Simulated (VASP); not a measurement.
The system is SnO2.

```
Sn O
1.0
     3.02327    0.00000    0.00000
     0.00000    4.96468    0.00000
     0.00000    0.00000    5.97696
Sn O
1 2
Direct
  0.50000 0.50000 0.00000
  0.00000 0.50000 0.77572
  0.00000 0.50000 0.22428
```

The cell was built by a generator and needn't be a form met in nature.

| Property | Result |
| --- | --- |
| Program | VASP 6.6.1 |
| Task | relaxation of cell and atoms |
| Functional | BLYP |
| Potentials or basis | VASP PAW PBE potentials, release 64 (Sn_d, O) |
| Cutoff | 600 eV |
| k mesh | 9 × 6 × 5 |
| Occupations | fermi-dirac, width 0.05 eV |
| Spin | no spin polarisation |

At the start: pressure 2.5 GPa; volume 29.90 Å³/atom.

Where does the relaxation end?

Over 43 steps the energy falls by 24.1 meV/atom and the volume is 38.64 Å³/atom (+29.2 %); space group Pmmm (No. 47, to 0.05 Å).

Step by step:
```
step  energy change (eV)  largest force (eV/Å)  pressure (GPa)  volume (Å³)
   1              0.0000                0.3868            2.50        89.71
   3             -0.0253                0.1533            0.17        91.87
   5             -0.0280                0.0411            0.24        92.46
   7             -0.0305                0.0311            0.23        93.49
   9             -0.0468                0.0519            0.22        99.02
  11             -0.0526                0.2085           -0.03       122.41
  13             -0.0457                0.6835           -1.22       115.42
  15             -0.0688                0.0500           -0.11       111.78
  17             -0.0692                0.0431            0.03       111.81
  19             -0.0694                0.0180            0.13       112.06
  21             -0.0698                0.0043            0.04       112.62
  23             -0.0700                0.0096           -0.08       113.24
  25             -0.0702                0.0132           -0.08       113.51
  27             -0.0707                0.0228           -0.10       114.34
  29             -0.0717                0.0496           -0.15       117.67
  31             -0.0718                0.0227            0.06       116.72
  33             -0.0719                0.0011           -0.01       116.72
  35             -0.0722                0.0192            0.03       116.17
  37             -0.0723                0.0136           -0.03       116.19
  39             -0.0723                0.0184            0.00       116.07
  41             -0.0723                0.0051            0.05       115.92
  43             -0.0723                0.0029            0.01       115.92
```

Final structure:
```cif
data_structure
_symmetry_space_group_name_H-M 'P 1'
_symmetry_Int_Tables_number 1
_cell_length_a 3.0737
_cell_length_b 5.7103
_cell_length_c 6.6044
_cell_angle_alpha 90.000
_cell_angle_beta 90.000
_cell_angle_gamma 90.000
_cell_volume 115.92
loop_
_atom_site_label
_atom_site_type_symbol
_atom_site_fract_x
_atom_site_fract_y
_atom_site_fract_z
_atom_site_occupancy
Sn1 Sn 0.50000 0.50000 0.00000 1
O1 O 0.00000 0.50000 0.79568 1
O2 O 0.00000 0.50000 0.20432 1
```

Caveat: the volume moved by over 15 % at a fixed basis, so the end points are rough; the PAW data sets were made with another functional, which shifts forces and pressure a little.
